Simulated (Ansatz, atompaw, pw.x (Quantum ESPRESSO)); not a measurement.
H: does the PAW (atompaw) potential hold in the solid?

```
Element                 : hydrogen
Generator               : atompaw 4.2.0.5
Type                    : PAW
Functional              : PBE
Relativity              : scalar-relativistic
Frozen core             : none
Valence charge          : 1
Reference configuration : 1s1
Partial waves           : 1s (bound): rc 1.50 bohr; 1s channel at 1.96 Ry: rc 1.50 bohr; 2p channel at 0.2 Ry: rc 1.50 bohr; 2p channel at 0.7 Ry: rc 1.50 bohr
Local potential         : troulliermartins scheme with l = 2 at 0.5 Ry, radius 1.00 bohr
Core correction         : none
Augmentation charge     : gaussian compensation charge, radius 1.10 bohr; PAW radius 1.50 bohr; waves and projectors: custom polynom2 7 10 vanderbiltortho
```

Crystal test: bcc H in pw.x 7.5, no spin, 18³ k-points, Fermi–Dirac smearing 0.01 Ry, cutoffs 40/400 Ry. The lattice is a test structure that the element need not adopt, and mesh and smearing are coarse.

pw.x input:

```
&control
  calculation='scf', prefix='x', pseudo_dir='./', outdir='./tmp', tstress=.true., disk_io='none'
/
&system
  ibrav=0, nat=1, ntyp=1, ecutwfc=40, ecutrho=400, nbnd=7,
  occupations='smearing', smearing='fd', degauss=0.01
/
&electrons
  conv_thr=1e-09, mixing_beta=0.4, electron_maxstep=70
/
ATOMIC_SPECIES
H 1.0 H.UPF
CELL_PARAMETERS angstrom
  -0.91187954 0.91187954 0.91187954
  0.91187954 -0.91187954 0.91187954
  0.91187954 0.91187954 -0.91187954
ATOMIC_POSITIONS crystal
H 0.0000 0.0000 0.0000
K_POINTS automatic
18 18 18 0 0 0
```

```bash
pw.x < H.scf.in > H.scf.out
```

Q: How does the run end?

A: It converges; the pressure is -2.12 GPa against -2.27 GPa from all-electron LAPW.  The log shows:

```
     lattice parameter (alat)  =       2.9847  a.u.
     unit-cell volume          =      20.4677 (a.u.)^3
     number of electrons       =         1.00
     number of Kohn-Sham states=            7
     kinetic-energy cutoff     =      40.0000  Ry
     charge density cutoff     =     400.0000  Ry
     scf convergence threshold =      1.0E-09
     Exchange-correlation= SLA PW PBX PBC
     number of k points=   195  Fermi-Dirac smearing, width (Ry)=  0.0100
     iteration #  1     ecut=    40.00 Ry     beta= 0.40
     total energy              =      -1.07508068 Ry
     estimated scf accuracy    <       0.00000810 Ry
     iteration #  2     ecut=    40.00 Ry     beta= 0.40
     total energy              =      -1.07523325 Ry
     estimated scf accuracy    <       0.00000345 Ry
     iteration #  3     ecut=    40.00 Ry     beta= 0.40
     total energy              =      -1.07523767 Ry
     estimated scf accuracy    <       0.00000049 Ry
     iteration #  4     ecut=    40.00 Ry     beta= 0.40
     total energy              =      -1.07523782 Ry
     estimated scf accuracy    <       0.00000019 Ry
     iteration #  5     ecut=    40.00 Ry     beta= 0.40
     total energy              =      -1.07523783 Ry
     estimated scf accuracy    <          1.9E-09 Ry
     iteration #  6     ecut=    40.00 Ry     beta= 0.40
     the Fermi energy is     3.5496 ev
!    total energy              =      -1.07523783 Ry
     estimated scf accuracy    <          3.3E-11 Ry
     smearing contrib. (-TS)   =      -0.00045156 Ry
     The total energy is F=E-TS. E is the sum of the following terms:
     one-electron contribution =       0.62871723 Ry
     hartree contribution      =       0.02346544 Ry
     xc contribution           =      -0.67469279 Ry
     ewald contribution        =      -1.05595055 Ry
     one-center paw contrib.   =       0.00367441 Ry
     convergence has been achieved in   6 iterations
          total   stress  (Ry/bohr**3)                   (kbar)     P=      -21.19
     Message from routine punch:
     Nothing written, as per user request (disk_io='none')
```
